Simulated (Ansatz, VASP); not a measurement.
**One calculation of Zn, two programs**

```xyz
2
Lattice="2.6700 0.0000 0.0000 -1.3350 2.3123 0.0000 0.0000 0.0000 4.9660" Properties=species:S:1:pos:R:3 pbc="T T T"
Zn    1.3350    0.7708    3.7245
Zn    0.0000    1.5415    1.2415
```

Alike in both runs: functional LDA; k mesh 11 × 11 × 6; occupations fermi-dirac, width 0.05 eV; no spin polarisation.

|  | VASP | Ansatz |
| --- | --- | --- |
| version | VASP 6.6.1 | Ansatz 0.2.0 |
| potentials or method | VASP PAW LDA potentials, release 64 (Zn), cutoff 520 eV | all-electron LAPW, scalar-relativistic |
| task | single point | band structure |

```csv
,VASP,Ansatz,Ansatz less VASP
gap on the k mesh at the Fermi level (eV),none,none,-
pressure (GPa),-8.5,-9.1,-0.56
largest component of the traceless stress (GPa),0.95,1.11,+0.160
```

A gap of «none» marks a metal or a gap that the smearing closes. Ansatz ran all-electron here, so the differences hold the error of VASP's frozen core and of both bases.
